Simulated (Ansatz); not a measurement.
RbBr: how strain makes field gradients

```
CELL_PARAMETERS angstrom
0.00000 3.42750 3.42750
3.42750 0.00000 3.42750
3.42750 3.42750 0.00000
ATOMIC_POSITIONS crystal
Rb 0.00000 0.00000 0.00000
Br 0.50000 0.50000 0.50000
```

Atoms are numbered in the order listed.

The cell is COD entry 1010048, as deposited and not checked against the literature; nothing was relaxed. It is an old determination, and later ones may differ.

All numbers below come from Ansatz 0.2.0, DFT, PBEsol, all-electron PAW with datasets made for the crystal, scalar-relativistic.

Numerical set-up: a Γ-centred 7×7×7 k mesh, Fermi–Dirac smearing of 0.03 eV, cutoff 200 eV (chosen by the program for this cell), no spin polarisation.

The strain is applied along the Cartesian axes of the cell as listed (the other components stay zero). Fractional coordinates are held (clamped ions).

The columns are Cartesian components of the electric field gradient at the nuclei, in 10²¹ V/m².

Spin–orbit coupling is left out, which moves gradients at and beside heavy atoms by some per cent and at worst by a factor of two.

Only quantities that a quadratic follows smoothly over the whole series are listed; rougher ones are left out.

```tsv
εzz	Vzz at Rb1	Vzz at Br2
-0.0200	-0.78	-0.52
-0.0100	-0.38	-0.24
0.0000	0.00	0.00
0.0200	0.68	0.38
```

**Question.** Fit the series and give the gradient–strain slopes.

**Answer.** Least-squares fits y = p0 + p1 x + p2 x² to the rows give Vzz at Rb1: p1 = 36.5, p2 = -120; Vzz at Br2: p1 = 22.5, p2 = -180. The slopes p1 are in 10²¹ V/m² per unit strain, for clamped ions.

**Question.** One run, at εzz = 0.0100, is withheld. Predict its row.

**Answer.** The fits give 0.35, 0.21; the run gave 0.35, 0.21.
